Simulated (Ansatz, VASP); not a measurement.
**ZrB2 in VASP and in Ansatz**

The input POSCAR:

```
ZrB2
1.0
    3.1709581027      0.0000000000      0.0000000000
   -1.5854790513      2.7461302713      0.0000000000
    0.0000000000      0.0000000000      3.5427929303
Zr B
1 2
Direct
    0.0000000000      0.0000000000      0.0000000000
    0.3333333333      0.6666666667      0.5000000000
    0.6666666667      0.3333333333      0.5000000000
```

INCAR.step1

```
SYSTEM = ZrB2
ALGO = Normal
EDIFF = 1E-4
ENCUT = 520
GGA = PE
ISMEAR = 0
LASPH = .True.
LCHARG = .False.
LREAL = .False.
LWAVE = .True.
NBANDS = 16
NELM = 80
PREC = Accurate
SIGMA = 0.05
```

File INCAR.step2:

```
SYSTEM = ZrB2
ALGO = Normal
EDIFF = 1E-7
ENCUT = 520
ISIF = 2
ISMEAR = 0
ISTART = 1
LASPH = .True.
LCHARG = .True.
LELF = .True.
LMIXTAU = .True.
LREAL = .False.
LVHAR = .True.
LWAVE = .False.
METAGGA = R2SCAN
NBANDS = 16
NELM = 80
PREC = Accurate
SIGMA = 0.05
```

The input KPOINTS:

```
k-points
0
Gamma
  12 12 10
  0 0 0
```

Input for Ansatz:

```yaml
crystal:
  lattice:
    - [3.1709581027, 0.0, 0.0]
    - [-1.5854790513, 2.7461302713, 0.0]
    - [0.0, 0.0, 3.5427929303]
  atoms:
    - { symbol: Zr, position: [0.0, 0.0, 0.0] }
    - { symbol: B, position: [0.3333333333, 0.6666666667, 0.5] }
    - { symbol: B, position: [0.6666666667, 0.3333333333, 0.5] }
basis:
  ecutwfc: 500
  ecutrho_ratio: 4
kpoints:
  mp_grid: { grid: [12, 12, 10] }
hamiltonian:
  xc: r2scan
scf:
  occupations: { method: gaussian, width: 0.05 }
output:
  forces: true
  stress: true
  eigenvalues: true
  populations: true
  write_density: true
  write_potential: true
  elf: true
  volumetric_format: npy
```

Alike in both runs: task single point; functional r2SCAN; k mesh 12 × 12 × 10; occupations gaussian, width 0.05 eV; no spin polarisation.

|  | VASP | Ansatz |
| --- | --- | --- |
| version | VASP 6.6.1 | Ansatz 0.2.0 |
| potentials or method | VASP PAW PBE potentials, release 64 (Zr_sv, B) | scalar-relativistic, plane waves, PAW |
| plane-wave cutoff (eV) | 520 | 500 |
| valence electrons in the cell | 18 | 18 |

```tsv
	VASP	Ansatz	Ansatz less VASP
gap on the k mesh at the Fermi level (eV)	none	none	-
pressure (GPa)	0.1	0.0	-0.09
largest component of the traceless stress (GPa)	0.81	0.81	-0.004
```

A gap of «none» marks a metal or a gap that the smearing closes.

Caveats: the PAW data sets were made with another functional, which shifts forces and pressure a little (VASP).
